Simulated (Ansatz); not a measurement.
## What strain does to PtS₂ (P-3m1)

A 3-atom cell of PtS₂ started from a crystallographic database, relaxed with r2SCAN+rVV10 in the PAW code Ansatz. It is trigonal, P-3m1 (No. 164); conventional cell a = 3.553 Å, c = 5.123 Å, 18.66 Å³ an atom. Pt has 6 S at 2.39 Å; S has 3 Pt at 2.39 Å.

The axes x, y and z are those of this cell:
```
Pt S
1.0
     3.55262    0.00000    0.00000
    -1.77631    3.07666    0.00000
     0.00000    0.00000    5.12283
Pt S
1 2
Direct
  0.00000 0.00000 0.00000
  0.33333 0.66667 0.23925
  0.66667 0.33333 0.76075
```

Unstrained: With PBE the valence top lies at k = (0, 0.169, 0.188) and the conduction bottom at k = (0, 0.281, 0.299), 0.615 eV higher; the smallest vertical gap, at k = (0, 0.281, 0.299), is 0.915 eV. The r2SCAN gap is indirect, 0.790 eV (k = (0, 0.169, 0.188) to k = (0, 0.281, 0.299)), below the direct gap of 1.106 eV at k = (0, 0.281, 0.299). The HSE06 gap is indirect, 1.211 eV (Γ to k = (0, 0.281, 0.299)), below the direct gap of 1.680 eV at k = (0, 0.281, 0.299). Meshes: PBE 12×12×6, r2SCAN 12×12×6, HSE06 6×6×4. Strains are changes of length per length. After each strain the atoms were relaxed again with r2SCAN+rVV10 within the symmetry that the strain leaves, so tilts or polar shifts that break it weren't tested; points keep the names that they have in the unstrained zone. Calculated for a static, non-magnetic cell.

Changes of the least gap in eV (an overlap counts as a negative gap):
```tsv
strain	volume change (%)	space group	PBE	r2SCAN	HSE06
isotropic +0.46 % on every length	+1.4	P-3m1	+0.015	+0.013	+0.028
epitaxial -1.14 % in the xy plane, free normal strain +2.58 %	+0.3	P-3m1	+0.133	+0.146	+0.231
```

Isotropic +0.46 % on every length. HSE06: the gap goes from 1.211 to 1.239 eV (+0.028 eV); the edges go from Γ → (0, 0.281, 0.299) to Γ → (0, 0.281, 0.297); with r2SCAN the top three valence levels at Γ, grouped 1+2 from the top over 1082 meV, become 1+2 over 1064 meV. Stress change with PBE, compression positive: xx -1.36, yy -1.36, zz -0.38 GPa.

Epitaxial -1.14 % in the xy plane, free normal strain +2.58 %. HSE06: the gap goes from 1.211 to 1.442 eV (+0.231 eV); the edges go from Γ → (0, 0.281, 0.299) to Γ → (0, 0.275, 0.309); with r2SCAN the top three valence levels at Γ, grouped 1+2 from the top over 1082 meV, become 1+2 over 864 meV. Stress change with PBE, compression positive: xx +2.40, yy +2.40, zz +0.11 GPa.

Spin-orbit coupling is left out, which matters wherever the heavy atoms make up the band edges.

Where an edge lies off the special points, it is a point of the mesh or the k point where a search put PBE's edge or least direct gap, reused for the other functionals, whose own edges may lie a little apart.

Coordinates of k points refer to the reciprocal vectors of the primitive cell of the runs.

The meshes of the hybrids are coarse, so their gaps aren't converged to the digits shown.

The splittings at Γ are without spin-orbit coupling, which regroups them where it is of like size or larger.
